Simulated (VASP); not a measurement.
Sn: electric field gradients with PBE

Sn:

```
Sn
1.0
    -2.06899    2.06899    1.69333
     2.06899   -2.06899    1.69333
     2.06899    2.06899   -1.69333
Sn
1
Direct
  0.00000 0.00000 0.00000
```

This isn't the form of Sn at room conditions, which is tetragonal (white tin).

The cell isn't the ideal one: volume scaled by 1.06, PAW files.

```
Program                : VASP 6.6.1
Task                   : electric field gradients
Functional             : PBE
Potentials or basis    : VASP PAW PBE potentials, release 64 (Sn_d)
Cutoff                 : 520 eV
k mesh                 : 16 × 16 × 16
Occupations            : fermi-dirac, width 0.05 eV
Spin                   : no spin polarisation
Dipole correction      : no
Further INCAR settings : ALGO = Fast; EDIFF = 1e-08; NBANDS = 13
```

The pressure is -1.7 GPa. The band gap on the k mesh is none (metal or under the smearing width).

Stress tensor (GPa, compression positive):
```
-1.84  0.00  0.00
 0.00 -1.84  0.00
 0.00  0.00 -1.42
```

Levels at points of the mesh, in eV from the Fermi level:
```tsv
k point	band 4	band 5	band 6	band 7	band 8	band 9	band 10	band 11
(0.00, 0.00, 0.00)	-21.47	-21.38	-10.65	6.37	6.37	8.68	9.94	10.98
(0.50, 0.00, 0.00)	-21.36	-21.34	-5.76	-3.90	2.91	4.15	6.90	7.20
(0.50, 0.50, 0.00)	-21.42	-21.35	-7.16	-4.38	5.45	7.30	9.93	10.63
(0.50, 0.50, 0.50)	-21.36	-21.34	-3.63	-1.45	-1.45	2.42	3.10	5.93
```

Electric field gradients, principal values (V/Å²):
| atom | Vxx | Vyy | Vzz |
| --- | --- | --- | --- |
| 1 Sn | -3.429 | -3.431 | 6.860 |

It took 4.4 min on 1 thread of Intel(R) Xeon(R) Platinum 8375C CPU @ 2.90GHz (Ice Lake), on a shared host, peak memory 0.24 GiB.
